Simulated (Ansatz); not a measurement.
The cell is the one relaxed in the Materials Project (mp-975065), not relaxed further here; entries there can be hypothetical.

Re: DFT, PBE, all-electron LAPW, scalar-relativistic (Ansatz 0.2.0).

Command: `ansatz run input.yaml --threads 1 --pin off --max-ram 6144MiB --backend cpu --events-out ev --progress --plain --runs-dir out` The run took 8 min on 1 thread of Intel(R) Xeon(R) Platinum 8375C CPU @ 2.90GHz (Ice Lake), on a shared host, peak memory 2.8 GiB.

```yaml
crystal:
  lattice:
    - [1.3839231524, 0.7990084046, 6.6986080885]
    - [-1.3839231524, 0.7990084046, 6.6986080885]
    - [0.0, -1.5980168092, 6.6986080885]
  atoms:
    - { symbol: Re, position: [0.0, 0.0, 0.0] }
    - { symbol: Re, position: [0.22217388, 0.22217388, 0.22217388] }
    - { symbol: Re, position: [0.77782612, 0.77782612, 0.77782612] }
kpoints:
  mp_grid: { grid: [15, 15, 15] }
  band_path:
    path:
      - [0.0, 0.0, 0.0]
      - [0.5, 0.5, 0.5]
      - [0.823848225, 0.176151775, 0.5]
      - [0.5, -0.176151775, 0.176151775]
      - [0.5, 0.0, 0.0]
      - [0.0, 0.0, 0.0]
      - [0.3380758875, -0.3380758875, 0.0]
      - [0.6619241125, 0.0, 0.3380758875]
      - [0.5, 0.0, 0.5]
    npoints: 14
scf:
  occupations: { method: fermi_dirac, width: 0.05 }
hamiltonian:
  xc: pbe
  pseudopotentials: { kind: all_electron, lapw: { basis_error: 0.0005 } }
output:
  forces: true
  stress: true
  eigenvalues: true
  fatbands: true
  populations: true
  dos: { projected: true, de: 0.2, e_range: [-14, 8] }
```

Output:

```
Re: projections on atomic orbitals take those of the free atom 1s2 2s2 2p6 3s2 3p6 3d10 4s2 4p6 4d10 4f14 5s2 5p6 5d5 6s2, of charge +0.00 (hamiltonian.pseudopotentials.projection_atoms)
LAPW: plane waves up to 8.903 Å⁻¹, error target 5.0e-4 eV per atom; small_component_spin mean_spin; Re in spheres of 1.372 Å, 45 of its electrons in bands, Dirac shells []
Engine: ansatz 0.2.0
Pseudopotentials: kind: all_electron
Pseudopotential: Re, LAPW, valence charge 45, Koelling and Harmon's equation, gaussian nucleus
Functional definition: PBE
  parameter kappa = 0.804
  parameter beta = 0.06672455060314922
  exchange = pbe_x(kappa = kappa, mu = beta*pi^2/3)
  correlation = pbe_c(beta = beta)
Crystal: 3 atoms, lattice volume = 44.443 Å³
Basis set: ecut = 302.0222250365464 eV, 523 PW (Γ), FFT grids on a1−a3, a2−a3, a3, exchange–correlation at level 2
Bands: 81, of which v1, the nominal top of the filled ones, is band 68 counted from 1 (67 counted from 0)
Symmetry: 12 space group operations
Space group: R-3m (ITA 166), of the structure as read, at distance tolerance 3.5e-5 Å
k-points: 344 of 3375
Non-local potential: Re, projectors of the file, none
Initial density: superposition of atomic densities (chi_scale 0.1, normalization cell)
Initial wavefunctions: plane waves of lowest kinetic energy (no species holds an atomic orbital)
Functional: x = pbe(κ = 0.804, μ = 0.2195149727645171), c = pbe(β = 0.06672455060314922)
iter 1 solved again at ethr=1.75e-4 eV; its pass at ethr=1.00e-1 eV (dr2=2.36e-1 eV) is discarded
SCF iter   1: F=—  HF=-1362459.421730 eV  |F-HF|=—  |Δ(HF+E_count)|=         —  Δρ=3.01e-2  dr2=2.37e-1  ethr=1.75e-4  ⟨swp⟩=3.0  Hψ=169624  notcnv=0
preconditioner: auto → Kerker (q_TF=auto, 3.283 Å⁻¹)  [metal: Δε(μ)=0.007 eV  Ē_g=36.593 eV  σ=0.050 eV  W_gap=0.04  n_scr=30 (ndim 8)  ℏωp=50.1 eV  f_vac=0.000  D(μ)=2.34/eV (n_scr^D=30)]
SCF iter   2: F=—  HF=-1362458.896217 eV  |F-HF|=—  |Δ(HF+E_count)|=   5.26e-1  Δρ=1.37e-2  dr2=4.93e-2  ethr=1.75e-4  ⟨swp⟩=2.0  Hψ=86359  notcnv=0  defer=1
SCF iter   3: F=—  HF=-1362458.867808 eV  |F-HF|=—  |Δ(HF+E_count)|=   2.84e-2  Δρ=9.27e-3  dr2=4.70e-2  ethr=3.65e-5  ⟨swp⟩=2.0  Hψ=81930  notcnv=0
SCF iter   4: F=—  HF=-1362458.861979 eV  |F-HF|=—  |Δ(HF+E_count)|=         —  Δρ=5.53e-3  dr2=1.15e-2  ethr=3.48e-5  ⟨swp⟩=2.0  Hψ=79287  notcnv=0
the basis was enlarged: its passes take 898.4 KiB over the memory plan, 1 of 1 planned eigensolver slots
SCF iter   5: F=—  HF=-1362458.862765 eV  |F-HF|=—  |Δ(HF+E_count)|=   7.85e-4  Δρ=3.63e-3  dr2=1.43e-2  ethr=8.55e-6  ⟨swp⟩=2.0  Hψ=81928  notcnv=0
SCF iter   6: F=—  HF=-1362458.861780 eV  |F-HF|=—  |Δ(HF+E_count)|=   9.85e-4  Δρ=1.55e-3  dr2=1.87e-3  ethr=8.55e-6  ⟨swp⟩=2.0  Hψ=74042  notcnv=0
iter 7 solved again at ethr=4.34e-8 eV; its pass at ethr=1.39e-6 eV (dr2=5.86e-5 eV) is discarded
SCF iter   7: F=—  HF=-1362458.861765 eV  |F-HF|=—  |Δ(HF+E_count)|=   1.47e-5  Δρ=3.49e-4  dr2=5.86e-5  ethr=4.34e-8  ⟨swp⟩=2.0  Hψ=139088  notcnv=0
SCF iter   8: F=—  HF=-1362458.861770 eV  |F-HF|=—  |Δ(HF+E_count)|=   4.63e-6  Δρ=1.03e-4  dr2=5.93e-6  ethr=4.34e-8  ⟨swp⟩=2.0  Hψ=81928  notcnv=0
SCF iter   9: F=—  HF=-1362458.861765 eV  |F-HF|=—  |Δ(HF+E_count)|=   5.08e-6  Δρ=5.60e-5  dr2=3.28e-6  ethr=4.40e-9  ⟨swp⟩=2.0  Hψ=81928  notcnv=0
SCF iter  10: F=—  HF=-1362458.861764 eV  |F-HF|=—  |Δ(HF+E_count)|=   4.24e-7  Δρ=2.32e-5  dr2=6.96e-7  ethr=2.43e-9  ⟨swp⟩=2.0  Hψ=81928  notcnv=0
SCF iter  11: F=—  HF=-1362458.861764 eV  |F-HF|=—  |Δ(HF+E_count)|=   9.66e-8  Δρ=7.36e-6  dr2=1.07e-7  ethr=5.15e-10  ⟨swp⟩=2.0  Hψ=81928  notcnv=0
SCF iter  12: F=-1362458.861764 eV  HF=-1362458.861764 eV  |F-HF|=1.12e-8  |Δ(HF+E_count)|=   9.08e-9  Δρ=2.74e-6  dr2=1.13e-8  ethr=7.93e-11  ⟨swp⟩=2.0  Hψ=81928  notcnv=0
SCF 1 converged in 12 iterations: F = -1362458.861764 eV  dr2 = 1.13e-8
NSCF: frozen V_eff on 113 k-points
SCF converged after 12 iterations
Free energy (F): -1362458.861764 eV
Harris-Foulkes:  -1362458.861764 eV  (|F-HF|=1.12e-8)
Internal energy: -1362458.841102 eV  (E = F + TS)
E sigma→0 (E₀):  -1362458.851433 eV
Entropy (-TS):   -0.020663 eV (-6.888 meV/atom)
Fermi energy:    30.667305 eV
--- Per-component energies (eV) ---
  E_band       = -14140.167575
  E_kinetic    = 1531019.795063
  E_xc         = -27135.497005
  E_electrostatic = -2866343.139160  (all electrons and nuclei)
  E_smearing   = -0.020663  (= −TS)
  E_closure    = 0.000000  (closes the sum)
  E_atoms      = -1362424.268340  (free atoms, spherical and without spin; not in F)
  Σ components = -1362458.861764   (vs F -1362458.861764, Δ=0.00e0)
  Basis errors (estimates in eV, not in F): energy 1.1e-4 per atom: plane waves 9.8e-5 (5.0e-5 summed), levels above the bands 1.2e-136, relativity 3.9e-8, radial functions 1.3e-5, core shells 1.1e-8; eigenvalues (radial functions only) 1.1e-6; not estimated: angular momenta, meshes, grids; target (lapw.basis_error) 5.0e-4; muffin-tin radii Re 1.372 Å
--- Forces (eV/Å), atoms counted from 1 ---
  atom   1  Re    -0.00000000     0.00000000     0.00000000
  atom   2  Re    -0.00000000    -0.00000000    -0.01766863
  atom   3  Re     0.00000000     0.00000000     0.01766863
  max |Σ_I F_I| component: 6.47e-32 eV/Å
--- Stress (GPa, compression-positive) ---
        3.907524       0.000000       0.000000
        0.000000       3.907524       0.000000
        0.000000       0.000000       3.179408
  P = ⅓ Tr σ = 3.6648 GPa (36.648 kbar)
--- Band table (eV; the first three rows and the last of 344) ---
  k-point 0: bands = ["-410.5987", "-410.5987", "-410.5930", "-410.5126", "-410.5126", "-410.5074", "-410.5074", "-410.5074", "-410.5074", "-218.9884", "-218.9884", "-218.9753", "-218.9710", "-218.9710", "-218.8941", "-218.8941", "-218.8941", "-218.8941", "-218.8918", "-218.8918", "-218.8880", "-218.8880", "-218.8880", "-218.8880", "-49.2368", "-49.1335", "-49.0951", "-11.4461", "-11.4057", "-10.6898", "-10.6898", "-10.6068", "-10.6068", "-10.4970", "-10.4970", "-10.4894", "-6.3938", "-6.3746", "-6.3746", "-6.3663", "-6.3625", "-6.3625", "-6.3569", "-6.2945", "-6.2924", "-6.2899", "-6.2899", "-6.2885", "-6.2884", "-6.2884", "-6.2829", "-6.2794", "-6.2794", "-6.2725", "-6.2725", "-6.2599", "-6.2592", "20.7595", "23.8214", "23.8824", "28.7299", "28.7299", "28.8478", "28.8945", "29.0634", "29.1342", "29.1342", "29.5209", "29.5209", "31.2248", "31.2248", "33.2520", "33.2520", "33.8239", "33.8239", "42.8735", "44.3549", "44.5554", "44.9729", "45.5860", "48.2209"]
  k-point 1: bands = ["-410.5987", "-410.5987", "-410.5930", "-410.5126", "-410.5126", "-410.5074", "-410.5074", "-410.5074", "-410.5074", "-218.9884", "-218.9884", "-218.9753", "-218.9710", "-218.9710", "-218.8941", "-218.8941", "-218.8941", "-218.8941", "-218.8918", "-218.8918", "-218.8880", "-218.8880", "-218.8880", "-218.8880", "-49.2329", "-49.1307", "-49.0925", "-11.4497", "-11.3894", "-10.7246", "-10.7005", "-10.6388", "-10.6175", "-10.5383", "-10.5032", "-10.4965", "-6.3931", "-6.3747", "-6.3743", "-6.3658", "-6.3630", "-6.3626", "-6.3580", "-6.2941", "-6.2917", "-6.2900", "-6.2897", "-6.2886", "-6.2880", "-6.2878", "-6.2826", "-6.2797", "-6.2794", "-6.2731", "-6.2726", "-6.2609", "-6.2602", "20.9450", "23.9835", "24.0791", "28.2904", "28.4604", "28.7106", "28.8681", "28.9373", "29.2906", "29.4331", "29.6378", "29.6412", "31.0535", "31.1001", "33.3185", "33.4897", "33.8230", "34.0483", "43.1534", "44.3450", "44.7308", "45.2399", "45.8613", "48.4447"]
  k-point 2: bands = ["-410.5987", "-410.5987", "-410.5930", "-410.5126", "-410.5126", "-410.5074", "-410.5074", "-410.5074", "-410.5074", "-218.9884", "-218.9884", "-218.9753", "-218.9710", "-218.9710", "-218.8941", "-218.8941", "-218.8941", "-218.8941", "-218.8918", "-218.8918", "-218.8880", "-218.8880", "-218.8880", "-218.8880", "-49.2218", "-49.1228", "-49.0852", "-11.4473", "-11.3619", "-10.8223", "-10.7304", "-10.7232", "-10.6528", "-10.6476", "-10.5211", "-10.5170", "-6.3912", "-6.3749", "-6.3734", "-6.3645", "-6.3643", "-6.3635", "-6.3603", "-6.2931", "-6.2906", "-6.2895", "-6.2892", "-6.2886", "-6.2870", "-6.2858", "-6.2817", "-6.2805", "-6.2796", "-6.2749", "-6.2731", "-6.2637", "-6.2631", "21.4764", "24.4255", "24.6192", "27.5213", "27.8228", "28.3078", "28.6733", "29.2468", "29.5862", "29.7469", "29.7483", "29.9287", "30.7449", "30.9074", "33.4342", "33.8350", "33.8870", "34.7607", "43.5421", "44.1966", "45.5923", "45.9311", "46.6200", "48.3361"]
  k-point 343: bands = ["-410.5987", "-410.5987", "-410.5930", "-410.5126", "-410.5126", "-410.5074", "-410.5074", "-410.5074", "-410.5074", "-218.9884", "-218.9884", "-218.9753", "-218.9710", "-218.9710", "-218.8941", "-218.8941", "-218.8941", "-218.8941", "-218.8918", "-218.8918", "-218.8880", "-218.8880", "-218.8880", "-218.8880", "-49.2249", "-49.1518", "-49.0794", "-11.7013", "-10.8527", "-10.8159", "-10.7354", "-10.7169", "-10.5902", "-10.5787", "-10.5436", "-10.5256", "-6.3931", "-6.3747", "-6.3743", "-6.3658", "-6.3629", "-6.3625", "-6.3580", "-6.2945", "-6.2911", "-6.2899", "-6.2896", "-6.2895", "-6.2890", "-6.2882", "-6.2822", "-6.2783", "-6.2779", "-6.2738", "-6.2733", "-6.2609", "-6.2602", "22.0911", "22.2119", "24.1847", "28.1967", "28.3650", "28.6321", "28.9246", "29.1111", "29.2158", "29.3087", "29.5719", "30.6530", "31.5927", "31.7565", "32.3778", "32.4203", "34.3267", "34.9501", "40.5394", "43.5215", "45.0669", "45.3301", "48.8651", "49.2701"]
--- Löwdin populations: 3 sites ---
  site symbol       q [e]
     0     Re     74.8565
     1     Re     74.8570
     2     Re     74.8570
  spilling = 0.001909 (of n_electrons = 225.000000)
```

populations.tsv:

```
# site	symbol	l	j	q
# orbitals = lowdin
# n_electrons = 225.000000
# spilling = 0.001909
# projection_atom_Re: 1s2 2s2 2p6 3s2 3p6 3d10 4s2 4p6 4d10 4f14 5s2 5p6 5d5 6s2
0	Re	0_1S	-	2.000000
0	Re	0_2S	-	1.999985
0	Re	0_3S	-	1.999807
0	Re	0_4S	-	1.998039
0	Re	0_5S	-	1.969587
0	Re	0_6S	-	0.937896
0	Re	1_2P	-	6.000000
0	Re	1_3P	-	5.999999
0	Re	1_4P	-	5.999952
0	Re	1_5P	-	5.993781
0	Re	2_3D	-	10.000000
0	Re	2_4D	-	9.999960
0	Re	2_5D	-	5.957763
0	Re	3_4F	-	13.999769
1	Re	0_1S	-	2.000000
1	Re	0_2S	-	1.999985
1	Re	0_3S	-	1.999808
1	Re	0_4S	-	1.998045
1	Re	0_5S	-	1.969678
1	Re	0_6S	-	0.937207
1	Re	1_2P	-	6.000000
1	Re	1_3P	-	5.999999
1	Re	1_4P	-	5.999951
1	Re	1_5P	-	5.993624
1	Re	2_3D	-	10.000000
1	Re	2_4D	-	9.999960
1	Re	2_5D	-	5.958950
1	Re	3_4F	-	13.999784
2	Re	0_1S	-	2.000000
2	Re	0_2S	-	1.999985
2	Re	0_3S	-	1.999808
2	Re	0_4S	-	1.998045
2	Re	0_5S	-	1.969678
2	Re	0_6S	-	0.937207
2	Re	1_2P	-	6.000000
2	Re	1_3P	-	5.999999
2	Re	1_4P	-	5.999951
2	Re	1_5P	-	5.993624
2	Re	2_3D	-	10.000000
2	Re	2_4D	-	9.999960
2	Re	2_5D	-	5.958950
2	Re	3_4F	-	13.999784
```

Spin polarisation is left out, and whether a magnetic state lies lower isn't shown here.
